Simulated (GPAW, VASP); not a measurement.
This is a calculation of GaAs for VASP 6.6.1. 

INCAR

```
  PREC = Accurate
  ENCUT = 520
  EDIFF = 1E-7
  ISMEAR = 0
  SIGMA = 0.028999999999999998
  LREAL = False
  LASPH = True
  NELM = 80
  ALGO = Normal
  ISIF = 2
  LWAVE = False
  LCHARG = True
  GGA = PE
  LELF = True
  LVHAR = True
  NBANDS = 16
```

File KPOINTS:

```
regular mesh
0
Gamma
  8 8 8
```

Contents of POSCAR:

```
GaAs
1.0
    0.0000000000      2.8268500000      2.8268500000
    2.8268500000      0.0000000000      2.8268500000
    2.8268500000      2.8268500000      0.0000000000
As Ga
1 1
Direct
    0.7500000000      0.7500000000      0.7500000000
    0.0000000000      0.0000000000      0.0000000000
```

Potentials or basis: VASP PAW PBE potentials, release 64 (As, Ga_d).

Run with:

```bash
$ cat potpaw_PBE.64/As/POTCAR potpaw_PBE.64/Ga_d/POTCAR > POTCAR
$ mpirun -np 1 vasp_std > vasp.out
```

Problem. What does the same run look like in GPAW 26.7.0 (ASE script)? Potentials or basis there: GPAW PAW data sets (gpaw-data 1.2.1), cutoff 600 eV.

Solution. As run (cutoffs and basis follow the program's own potentials, and thresholds, step limits or extra output files can differ):

The input run.py:

```python
from ase.dft.bandgap import bandgap
from ase.io import read, write
from ase.units import GPa
from gpaw import GPAW, PW

atoms = read('POSCAR')

calc = GPAW(mode=PW(600),
            xc='PBE',
            kpts={'size': (8, 8, 8), 'gamma': True},
            occupations={'name': 'methfessel-paxton', 'order': 0, 'width': 0.028999999999999998},
            nbands=11,
            convergence={'density': 1e-05, 'energy': 1e-05},
            maxiter=150,
            txt='gpaw.txt')
atoms.calc = calc
energy = atoms.get_potential_energy()
forces = atoms.get_forces()
stress = atoms.get_stress()
calc.write('gs.gpw')
write('result.traj', atoms)
print(f'Energy: {energy:.6f} eV')
print('Forces (eV/A):')
print(forces.round(4))
print('Stress (GPa):', (stress / GPa).round(3))
print('Fermi level:', round(calc.get_fermi_level(), 4), 'eV')
print(f'Gap: {bandgap(calc)[0]:.4f} eV, direct: {bandgap(calc, direct=True)[0]:.4f} eV')
```

POSCAR

```
GaAs
1.0
    0.0000000000      2.8268500000      2.8268500000
    2.8268500000      0.0000000000      2.8268500000
    2.8268500000      2.8268500000      0.0000000000
As Ga
1 1
Direct
    0.7500000000      0.7500000000      0.7500000000
    0.0000000000      0.0000000000      0.0000000000
```

Potentials or basis: GPAW PAW data sets (gpaw-data 1.2.1), pw.

Command:

```sh
$ OMP_NUM_THREADS=1 python run.py
```

Both were run:

|  | VASP | GPAW |
| --- | --- | --- |
| Pressure | 3.5 GPa | 4.3 GPa |

The potentials hold 18 and 8 valence electrons a cell.

Pressure is positive in compression.
